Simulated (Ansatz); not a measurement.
**CoSi2 (AlB2 type): response to moved atoms and strain**

How does CoSi2 (AlB2 type) push back when it is distorted? Each run changes the relaxed cell in one way. The start comes from a prototype table, not from a measured structure.

Method: DFT PBEsol, scalar-relativistic, plane waves, PAW, in Ansatz 0.2.0.

2 further runs of the same task are left out: 2 that didn't finish.

**1. Starting point**

The structure is hexagonal, space group P6/mmm (No. 191). Conventional cell: a = 4.118 Å, b = 4.118 Å, c = 2.476 Å, α = 90.00°, β = 90.00°, γ = 120.00°. Co (site symmetry 6/mmm) is surrounded by 2 Co at 2.48 Å and 12 Si at 2.68 Å. Si (site symmetry -6m2) has 5 Si at 2.38 to 2.48 Å and 6 Co at 2.68 Å as nearest neighbours.

Structure file:

```xyz
3
Lattice="4.1182 0.0000 0.0000 -2.0591 3.5665 0.0000 0.0000 0.0000 2.4757" Properties=species:S:1:pos:R:3 pbc="T T T"
Co    0.0000    0.0000    0.0000
Si    0.0000    2.3777    1.2378
Si    2.0591    1.1888    1.2378
```

This cell comes from an earlier session at PBEsol: 12.121 Å³/atom at 0.01 GPa, on a 10×10×12 mesh.

The changes: atom 2 (Si) moved 0.08 Å along y.

**2. Atom 2 (Si) moved 0.08 Å along y**

input.yaml reads:

```yaml
crystal:
  lattice:
    - [4.1182143777, 0.0, 0.0]
    - [-2.0591071889, 3.5664782693, 0.0]
    - [0.0, 0.0, 2.4756767242]
  atoms:
    - { symbol: Co, position: [0.0, 0.0, 0.0], spin: 0.05 }
    - { symbol: Si, position: [0.344548879, 0.6890977581, 0.5] }
    - { symbol: Si, position: [0.6666666667, 0.3333333333, 0.5] }
basis:
  ecutwfc: 420
  ecutrho_ratio: 4
kpoints:
  mp_grid: { grid: [10, 10, 12] }
hamiltonian:
  xc: pbesol
scf:
  occupations: { method: gaussian, width: 0.05 }
  lower_state_search: "off"
output:
  forces: true
  stress: true
  eigenvalues: true
  populations: true
  write_density: true
  write_potential: true
  elf: true
  volumetric_format: npy
magnetization:
  spin_polarized: true
checkpoint:
  read: start.run
  write: ck
  compress: false
  write_wavefunctions: false
  write_every: 100000
```

start.run holds the converged state of the cell before the atoms were moved.

On the command line:

```bash
$ ansatz run input.yaml --threads 4 --pin off --max-ram 4096MiB --backend cpu --events-out ev --progress --plain --runs-dir out
```

What does the calculation give? Wanted: for each run, change; change of free energy; largest force; largest change of stress.

The runs gave:

| change | change of free energy (meV/atom) | largest force (eV/Å) | largest change of stress (GPa) |
| --- | --- | --- | --- |
| atom 2 (Si) moved 0.08 Å along y | 8.54 | 0.782 | 4.67 |

Moving atom 2 by 0.08 Å meets a restoring force of 0.674 eV/Å along the move, a force constant of about 8.4 eV/Å². No change lowers the energy by more than 0.5 meV/atom; other distortions weren't tried. A run loses the moments it was seeded with; other starts can end magnetic.
